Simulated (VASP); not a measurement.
# Tm (Im-3m) in VASP: further runs

Aim: see how the results for Tm move with the level of theory and the settings. Levels: PBE+D4, PBE+dDsC. Tasks: relaxation of cell and atoms.

All numbers are computed with VASP 6.6.1; they aren't measurements. Logs are shortened: lines on timing, memory, paths and dates and some standing lists are left out, and cuts for length are marked.

**1. The crystal as given**

Symmetry: Im-3m, No. 229, cubic system. Conventional cell: a = 3.941 Å, b = 3.941 Å, c = 3.941 Å, α = 90.00°, β = 90.00°, γ = 90.00°. Around Tm (site symmetry m-3m) lie 8 Tm at 3.41 Å.

This isn't the form of Tm at room conditions, which is hcp.

**2. Relaxation of cell and atoms, PBE+D4, collinear spin, ferromagnetic start**

Contents of INCAR:

```
SYSTEM = Tm
ALGO = Normal
EDIFF = 1E-7
EDIFFG = -0.01
ENCUT = 600
GGA = PE
IBRION = 2
ISIF = 3
ISMEAR = -1
ISPIN = 2
IVDW = 13
LASPH = .TRUE.
LCHARG = .FALSE.
LMAXMIX = 6
LORBIT = 11
LREAL = .FALSE.
LWAVE = .FALSE.
MAGMOM = 2
NELM = 120
NSW = 40
PREC = Accurate
SIGMA = 0.05
```

Contents of KPOINTS:

```
k-points
0
G
  7 7 7
  0 0 0
```

Contents of POSCAR:

```
Tm
1.0
   -1.9705499473      1.9705499473      1.9705499473
    1.9705499473     -1.9705499473      1.9705499473
    1.9705499473      1.9705499473     -1.9705499473
Tm
1
Direct
    0.0000000000      0.0000000000      0.0000000000
```

Potentials or basis: VASP PAW PBE potentials, release 64 (Tm).

Started as:

```bash
> cat potpaw_PBE.64/Tm/POTCAR > POTCAR
> mpirun -np 1 vasp_std > vasp.out
```

OUTCAR:

```text
SYSTEM = Tm
   EDIFF = 1E-7
   EDIFFG = -0.01
   ENCUT = 600
   GGA = PE
   IBRION = 2
   ISIF = 3
   ISMEAR = -1
   ISPIN = 2
   IVDW = 13
   LASPH = .TRUE.
   LORBIT = 11
   LREAL = .FALSE.
   NELM = 120
   NSW = 40
   PREC = Accurate

 ion  position               nearest neighbor table
   1  0.000  0.000  0.000-

  LATTYP: Found a body centered cubic cell.
 ALAT       =     3.9410998946

  Lattice vectors:

 A1 = (  -1.9705499473,   1.9705499473,   1.9705499473)
 A2 = (   1.9705499473,  -1.9705499473,   1.9705499473)
 A3 = (   1.9705499473,   1.9705499473,  -1.9705499473)

Analysis of symmetry for initial positions (statically):
=====================================================================
 Subroutine PRICEL returns:
 Original cell was already a primitive cell.

 Routine SETGRP: Setting up the symmetry group for a
 body centered cubic supercell.

 Subroutine GETGRP returns: Found 48 space group operations
 (whereof 48 operations were pure point group operations)
 out of a pool of 48 trial point group operations.

The static configuration has the point symmetry O_h .

Analysis of symmetry for dynamics (positions and initial velocities):
=====================================================================
 Subroutine PRICEL returns:
 Original cell was already a primitive cell.

 Routine SETGRP: Setting up the symmetry group for a
 body centered cubic supercell.

 Subroutine GETGRP returns: Found 48 space group operations
 (whereof 48 operations were pure point group operations)
 out of a pool of 48 trial point group operations.

The dynamic configuration has the point symmetry O_h .

Analysis of structural, dynamic, and magnetic symmetry:
=====================================================================
 Subroutine PRICEL returns:
 Original cell was already a primitive cell.

 Routine SETGRP: Setting up the symmetry group for a
 body centered cubic supercell.

 Subroutine GETGRP returns: Found 48 space group operations
 (whereof 48 operations were pure point group operations)
 out of a pool of 48 trial point group operations.

The overall configuration has the point symmetry O_h .

 Subroutine INISYM returns: Found 48 space group operations
 (whereof 48 operations are pure point group operations),
 and found     1 'primitive' translations

----------------------------------------------------------------------------------------

                                     Primitive cell

  volume of cell :      30.6071

  direct lattice vectors                    reciprocal lattice vectors
    -1.970549947  1.970549947  1.970549947     0.000000000  0.253736273  0.253736273
     1.970549947 -1.970549947  1.970549947     0.253736273  0.000000000  0.253736273
     1.970549947  1.970549947 -1.970549947     0.253736273  0.253736273  0.000000000

  length of vectors
     3.413092628  3.413092628  3.413092628     0.358837279  0.358837279  0.358837279

  position of ions in fractional coordinates (direct lattice)
     0.000000000  0.000000000  0.000000000

  ion indices of the primitive-cell ions
   primitive index   ion index
                 1           1

----------------------------------------------------------------------------------------

 KPOINTS: k-points

Automatic generation of k-mesh.
 Grid dimensions read from file:
 generate k-points for:    7    7    7

 Generating k-lattice:

  Cartesian coordinates                     Fractional coordinates (reciprocal lattice)
     0.000000000  0.036248039  0.036248039     0.142857143  0.000000000  0.000000000
     0.036248039  0.000000000  0.036248039     0.000000000  0.142857143  0.000000000
     0.036248039  0.036248039  0.000000000     0.000000000  0.000000000  0.142857143

  Length of vectors
     0.051262468  0.051262468  0.051262468

  Shift w.r.t. Gamma in fractional coordinates (k-lattice)
     0.000000000  0.000000000  0.000000000

 Subroutine IBZKPT returns following result:
 ===========================================

 Found     20 irreducible k-points:

 Following reciprocal coordinates:
            Coordinates               Weight
  0.000000  0.000000  0.000000      1.000000
  0.142857  0.000000  0.000000     12.000000
  0.285714  0.000000  0.000000     12.000000
  0.428571  0.000000  0.000000     12.000000
  0.142857  0.142857  0.000000     24.000000
  0.285714  0.142857  0.000000     48.000000
[... 12 lines left out ...]
 -0.428571 -0.428571  0.285714      8.000000
 -0.428571  0.428571  0.428571      6.000000
   k-points           NKPTS =     20   k-points in BZ     NKDIM =     20   number of bands    NBANDS=     16
   number of dos      NEDOS =    301   number of ions     NIONS =      1
   total plane-waves  NPLWV =  21952
   dimension x,y,z NGX =    28 NGY =   28 NGZ =   28
   dimension x,y,z NGXF=    56 NGYF=   56 NGZF=   56
   ions per type =               1
   NGX,Y,Z   is equivalent  to a cutoff of  13.64, 13.64, 13.64 a.u.
   NGXF,Y,Z  is equivalent  to a cutoff of  27.28, 27.28, 27.28 a.u.
 SYSTEM =  Tm
   PREC   = accura    normal or accurate (medium, high low for compatibility)
   ISTART =      0    job   : 0-new  1-cont  2-samecut
   ICHARG =      2    charge: 1-file 2-atom 10-const
   ISPIN  =      2    spin polarized calculation?
   LNONCOLLINEAR =      F non collinear calculations
   LSORBIT =      F    spin-orbit coupling
   LASPH  =      T    aspherical Exc in radial PAW
   ENCUT  =  600.0 eV  44.10 Ry    6.64 a.u.   6.82  6.82  6.82*2*pi/ulx,y,z
   NELM   =    120;   NELMIN=  2; NELMDL= -5     # of ELM steps
   EDIFF  = 0.1E-06   stopping-criterion for ELM
   LREAL  =      F    real-space projection
   EDIFFG = -.1E-01   stopping-criterion for IOM
   NSW    =     40    number of steps for IOM
   IBRION =      2    ionic relax: 0-MD 1-quasi-New 2-CG
   NFREE  =      1    steps in history (QN), initial steepest desc. (CG)
   ISIF   =      3    stress and relaxation
   ISYM   =      2    0-nonsym 1-usesym 2-fastsym
   POTIM  = 0.5000    time-step for ionic-motion
   TEBEG  =    0.0;   TEEND  =   0.0 temperature during run
   PSTRESS=    0.0 pullay stress
   NELECT =      23.0000    total number of electrons
   NUPDOWN=      -1.0000    fix difference up-down
   EMIN   =  10.00;   EMAX   =-10.00  energy-range for DOS
   EFERMI =   0.00;   METHOD = LEGACY
   ISMEAR =    -1;   SIGMA  =   0.05  broadening in eV -4-tet -1-fermi 0-gaus
   EFERMI_NEDOS =   21; number of points for ismear=-14 and -15
   IALGO  =     38    algorithm
   IMIX   =      4    mixing-type and parameters
     AMIX     =   0.40;   BMIX     =  1.00
     AMIX_MAG =   1.60;   BMIX_MAG =  1.00
  volume/ion in A,a.u.               =      30.61       206.55
  Fermi-wavevector in a.u.,A,eV,Ry     =   1.488367  2.812606 30.140115  2.215236
  Thomas-Fermi vector in A             =   2.601411
   LORBIT       =     11    0 simple, 1 ext, 2 COOP (PROOUT), +10 PAW based schemes
   GGA     = PE    functional components
   LHFCALC =     F    Hartree Fock is set to
   AEXX    =    0.0000 exact exchange contribution
   IVDW    =    13    specifies the selected vdW correction
   LEPSILON=     F    determine dielectric tensor
   LRPA    =     F    only Hartree local field effects (RPA)
 conjugate gradient relaxation of ions
 spin polarized calculation
  energy-cutoff  :      600.00
  volume of cell :       30.61
 maximum number of plane-waves:      1029
   NGX = 13   NGY = 13   NGZ = 13

--------------------------------------- Ionic step        1  -------------------------------------------

 number of electron      22.9999992 magnetization       1.1569888

 Free energy of the ion-electron system (eV)
  ---------------------------------------------------
  ext. energy  EPLUGINS =         0.00000000
  ---------------------------------------------------
  free energy    TOTEN  =        -4.05124288 eV

  energy without entropy =       -3.97811571  energy(sigma->0) =       -4.01467930

 E-fermi :   2.2647     XC(G=0): -10.1987

 val. band max:        2.2612413803   @ k =   0.2857   0.2857   0.1429
 cond. band min:       2.2653726494   @ k =   0.2857   0.2857   0.0000
 fundamental gap:      0.0041312691
 Fermi energy:         2.2646769814

 spin component 1

 k-point     1 :       0.0000    0.0000    0.0000
  band No.  band energies     occupation
      1     -48.2050      1.00000
      2     -21.1350      1.00000
      3     -21.1350      1.00000
      4     -21.1350      1.00000
      5      -3.0393      1.00000
      6       0.6581      1.00000
[... 8 lines left out ...]
     15       5.1426      0.00000
     16       7.3772      0.00000
[... 807 lines left out ...]
 POSITION                                       TOTAL-FORCE (eV/Angst)
 -----------------------------------------------------------------------------------
      0.00000      3.99918      0.00000        -0.000000     -0.000000     -0.000000
 -----------------------------------------------------------------------------------
    total drift:                                0.000000      0.000000     -0.000000

  FREE ENERGIE OF THE ION-ELECTRON SYSTEM (eV)
  ---------------------------------------------------
  free  energy   TOTEN  =        -4.2430769066 eV

  energy  without entropy=       -4.1674479603  energy(sigma->0) =       -4.20526243

--------------------------------------- Ionic step        3  -------------------------------------------

 number of electron      23.0000001 magnetization       1.1049658

 Free energy of the ion-electron system (eV)
  ---------------------------------------------------
  ext. energy  EPLUGINS =         0.00000000
  ---------------------------------------------------
  free energy    TOTEN  =        -4.07753849 eV

  energy without entropy =       -3.99976573  energy(sigma->0) =       -4.03865211

 E-fermi :   1.9674     XC(G=0):  -9.7750

 val. band max:        1.9637646429   @ k =   0.2857   0.2857   0.0000
 cond. band min:       1.9739100394   @ k =   0.2857   0.1429   0.1429
 fundamental gap:      0.0101453965
 Fermi energy:         1.9674217644

 spin component 1

 k-point     1 :       0.0000    0.0000    0.0000
  band No.  band energies     occupation
      1     -48.5783      1.00000
      2     -21.5918      1.00000
      3     -21.5918      1.00000
      4     -21.5918      1.00000
      5      -3.1713      1.00000
      6       0.3978      1.00000
[... 8 lines left out ...]
     15       4.7303      0.00000
     16       6.7998      0.00000
[... 768 lines left out ...]
 POSITION                                       TOTAL-FORCE (eV/Angst)
 -----------------------------------------------------------------------------------
      0.00000     -0.00000      0.00000         0.000000      0.000000      0.000000
 -----------------------------------------------------------------------------------
    total drift:                                0.000000     -0.000000     -0.000000

  FREE ENERGIE OF THE ION-ELECTRON SYSTEM (eV)
  ---------------------------------------------------
  free  energy   TOTEN  =        -4.2434893871 eV

  energy  without entropy=       -4.1657166315  energy(sigma->0) =       -4.20460301

 reached required accuracy - stopping structural energy minimisation

 total charge

# of ion       s       p       d       f       tot
--------------------------------------------------
    1        2.208   5.940   0.345  12.526  21.018

 magnetization (x)

# of ion       s       p       d       f       tot
--------------------------------------------------
    1        0.005  -0.035  -0.033   1.270   1.207
```

It took 1.7 min on 1 thread of Intel Xeon 6975P-C (Granite Rapids), shared host; peak memory 0.2 GiB.

Results:

```yaml
Free_energy: -4.2435 eV
Relaxed_volume: 33.54 Å³/atom
Relaxed_cell: a = 3.519 Å, b = 3.519 Å, c = 3.519 Å, α = 109.47°, β = 109.47°, γ = 109.47°
Space_group_after_relaxing_to_0.05_Å: Im-3m (No. 229)
Energy_gained_by_relaxing: 10.5 meV/atom
Ionic_steps: 3
Pressure_after_relaxing: 0.0 GPa
Band_gap_on_the_k_mesh: none (metal or under the smearing width)
Net_moment: 1.10 μB per cell
Site_moments: Tm +1.21 μB
Valence_electrons_inside_the_program's_atomic_spheres: Tm 21.02
Dispersion_energy_per_atom: -0.166 eV
```

Step by step:
| step | energy change (eV) | largest force (eV/Å) | pressure (GPa) | volume (Å³) |
| --- | --- | --- | --- | --- |
| 1 | 0.0000 | 0.0000 | 1.60 | 30.61 |
| 2 | -0.0100 | 0.0000 | 0.80 | 31.98 |
| 3 | -0.0105 | 0.0000 | 0.05 | 33.54 |

Final structure:
```
CELL_PARAMETERS angstrom
-2.03151 2.03151 2.03151
2.03151 -2.03151 2.03151
2.03151 2.03151 -2.03151
ATOMIC_POSITIONS crystal
Tm 0.00000 0.00000 0.00000
```

Levels at points of the mesh, in eV from the Fermi level:
Spin up:
| k point | band 10 | band 11 | band 12 | band 13 | band 14 | band 15 |
| --- | --- | --- | --- | --- | --- | --- |
| (0.00, 0.00, 0.00) | -1.02 | -1.02 | -1.02 | 2.76 | 2.76 | 2.76 |
Spin down:
| k point | band 7 | band 8 | band 9 | band 10 | band 11 | band 12 | band 13 | band 14 | band 15 | band 16 |
| --- | --- | --- | --- | --- | --- | --- | --- | --- | --- | --- |
| (0.00, 0.00, 0.00) | -0.34 | -0.34 | -0.34 | -0.11 | -0.11 | -0.11 | 2.81 | 2.81 | 2.81 | 4.82 |

Caveat: the magnetic or orbital state may not be the lowest; spin-orbit coupling is left out, which moves the levels of the heavy elements; pairwise dispersion overbinds metals, which lowers pressure and volume. The state reached can hang on the start; a lower one may exist.

**3. Relaxation of cell and atoms, PBE+dDsC, collinear spin, ferromagnetic start**

Edit INCAR of step 2 so:

```diff
@@ -10,3 +10,3 @@
 ISPIN = 2
-IVDW = 13
+IVDW = 4
 LASPH = .TRUE.
```

KPOINTS is that of step 2.

POSCAR is that of step 2.

Potentials or basis: VASP PAW PBE potentials, release 64 (Tm).

Started as:

```bash
> cat potpaw_PBE.64/Tm/POTCAR > POTCAR
> mpirun -np 1 vasp_std > vasp.out
```

Wall time 3.7 min (1 thread of Intel Xeon 6975P-C (Granite Rapids), shared host); peak memory 0.2 GiB.

Results (log left out):

| Property | Result |
| --- | --- |
| Free energy | -4.2772 eV |
| Relaxed volume | 32.51 Å³/atom |
| Relaxed cell | a = 3.483 Å, b = 3.483 Å, c = 3.483 Å, α = 109.47°, β = 109.47°, γ = 109.47° |
| Space group after relaxing (to 0.05 Å) | Im-3m (No. 229) |
| Energy gained by relaxing | 12.4 meV/atom |
| Ionic steps | 9 |
| Pressure after relaxing | 0.0 GPa |
| Band gap on the k mesh | none (metal or under the smearing width) |
| Net moment | 1.13 μB per cell |
| Site moments | Tm +1.22 μB |
| Valence electrons inside the program's atomic spheres | Tm 21.03 |
| Dispersion energy per atom | -0.204 eV |

Step by step:
| step | energy change (eV) | largest force (eV/Å) | pressure (GPa) | volume (Å³) |
| --- | --- | --- | --- | --- |
| 1 | 0.0000 | 0.0000 | 1.36 | 30.61 |
| 2 | -0.0098 | 0.0000 | 0.77 | 31.77 |
| 3 | -0.0113 | 0.0000 | 0.28 | 32.11 |
| 4 | -0.0127 | 0.0000 | -0.15 | 32.80 |
| 5 | -0.0125 | 0.0000 | -0.11 | 32.56 |
| 6 | -0.0120 | 0.0000 | 0.09 | 32.34 |
| 7 | -0.0123 | 0.0000 | 0.15 | 32.44 |
| 8 | -0.0124 | 0.0000 | 0.05 | 32.51 |
| 9 | -0.0124 | 0.0000 | -0.04 | 32.51 |

Final structure:
```
CELL_PARAMETERS angstrom
-2.01064 2.01064 2.01064
2.01064 -2.01064 2.01064
2.01064 2.01064 -2.01064
ATOMIC_POSITIONS crystal
Tm 0.00000 0.00000 0.00000
```

Levels at points of the mesh, in eV from the Fermi level:
Spin up:
```csv
k point,band 9,band 10,band 11,band 12,band 13,band 14,band 15,band 16
"(0.00, 0.00, 0.00)",-1.04,-1.02,-1.02,-1.02,2.80,2.80,2.80,4.93
```
Spin down:
```
           k point  band 7  band 8  band 9  band 10  band 11  band 12  band 13  band 14  band 15  band 16
(0.00, 0.00, 0.00)   -0.33   -0.33   -0.33    -0.12    -0.12    -0.12     2.85     2.85     2.85     4.93
```

Caveat: the magnetic or orbital state may not be the lowest; spin-orbit coupling is left out, which moves the levels of the heavy elements; pairwise dispersion overbinds metals, which lowers pressure and volume. The state reached can hang on the start; a lower one may exist.
